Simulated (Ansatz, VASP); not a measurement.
One calculation of Au, two programs

```
CELL_PARAMETERS angstrom
2.74784 0.00000 0.00000
0.00000 2.74784 0.00000
0.00000 0.00000 2.74784
ATOMIC_POSITIONS crystal
Au 0.00000 0.00000 0.00000
```

Alike in both runs: functional PBE; k mesh 12 × 12 × 12; occupations fermi-dirac, width 0.08 eV; no spin polarisation.

Ansatz relaxed the structure, and its values are those at the end. VASP's run is a single point on that final structure, the one shown.

```csv
,VASP,Ansatz
version,VASP 6.6.1,Ansatz 0.2.0
potentials or method,"VASP PAW PBE potentials, release 64 (Au)","PAW with Ansatz's default frozen-core files, scalar-relativistic"
plane-wave cutoff (eV),520,420
valence electrons in the cell,11,19
```

Ansatz gave:

```
pressure (GPa) : 0.0
```

**Question.** What did VASP give for the same quantities?

**Answer.** Pressure (GPa): -0.2.

The two sets of potentials don't hold the same shells in valence.

The runs have no spin-orbit coupling, so splittings on Au are missing.
